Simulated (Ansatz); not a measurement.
Input and command of a plane-wave DFT calculation in Ansatz:

```yaml
crystal:
  lattice:
    - [10.2, 0.0, 0.0]
    - [0.0, 9.3, 0.0]
    - [0.0, 0.0, 4.6561329442]
  atoms:
    - { symbol: Ta, position: [0.4429395473, 0.5, 0.0], spin: 1.5 }
    - { symbol: Ta, position: [0.5570604527, 0.5, 0.5], spin: 1.5 }
basis:
  ecutwfc: 420
kpoints:
  mp_grid: { grid: [1, 1, 14] }
hamiltonian:
  xc: pbe
scf:
  occupations: { method: gaussian, width: 0.05 }
output:
  forces: true
  stress: true
  eigenvalues: true
  populations: true
  write_density: true
  write_potential: true
  elf: true
  volumetric_format: npy
magnetization:
  spin_polarized: true
relax:
  adjacent_minimum: "off"
  f_tol: 0.01
  max_steps: 45
  cell: { fix: [a, b, alpha, beta, gamma], stress_tol: 0.03 }
```

```bash
ansatz run input.yaml --threads 2 --pin off --max-ram 5120MiB --backend cpu --events-out ev --progress --plain --runs-dir out
```

Processor: AMD EPYC 7R43 64-Core Processor (Zen 3), 2 threads, on a host shared with other jobs.

**Question.** Estimate time, memory and problem size.

**Answer.** About 2.6 min on 2 threads of AMD EPYC 7R43 64-Core Processor (Zen 3), on a shared host, peak memory 0.71 GiB. It solves 19 bands at 8 k points (the mesh reduced by the symmetry that the task leaves, which can be less than the crystal's) with about 5129 plane waves (on the last cell), in 195 SCF iterations over 18 ionic steps.
